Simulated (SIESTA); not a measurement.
ZrO2:

```xyz
6
Lattice="3.5961 0.0000 0.0000 0.0000 3.5961 0.0000 0.0000 0.0000 5.1770" Properties=species:S:1:pos:R:3 pbc="T T T"
Zr    1.7980    1.7980    2.5885
Zr    0.0000    0.0000    0.0000
O     1.7980    0.0000    4.1261
O     1.7980    0.0000    1.5376
O     0.0000    1.7980    3.6394
O     0.0000    1.7980    1.0509
```

Base run:

```yaml
Program: SIESTA 5.4.2
Functional: PBE
Potentials_or_basis: PseudoDojo 0.4 standard (PBE files)
Basis: TZP (energy shift 0.003 Ry; two zetas on semicore shells)
Grid_cutoff: 800 Ry
Energy_shift: 0.003 Ry
k_mesh: 7 × 7 × 5
Occupations: fermi-dirac, width 0.05 eV
Spin: no spin polarisation
```

Its results: band gap on the k mesh 3.88 eV, indirect (least direct gap 3.95 eV); pressure 9.4 GPa; largest force 0.107 eV/Å.

Problem. After a change of settings the same cell gave: band gap on the k mesh 3.87 eV, indirect (least direct gap 3.95 eV); pressure 11.3 GPa; largest force 0.303 eV/Å. Which change was it?
A. basis from TZP (energy shift 0.003 Ry; two zetas on semicore shells) to TZDP (energy shift 0.003 Ry; two zetas on semicore shells)
B. basis from TZP (energy shift 0.003 Ry; two zetas on semicore shells) to SZP (energy shift 0.003 Ry)
C. basis from TZP (energy shift 0.003 Ry; two zetas on semicore shells) to SZ (energy shift 0.003 Ry)
D. basis from TZP (energy shift 0.003 Ry; two zetas on semicore shells) to DZ (energy shift 0.003 Ry; two zetas on semicore shells)

Solution. D.

Caveats: an odd mesh through Γ misses points on the zone boundary, where band edges often lie; the basis of atomic orbitals isn't converged, which shifts pressures, moduli and gaps; the basis has no polarisation orbitals (some runs).
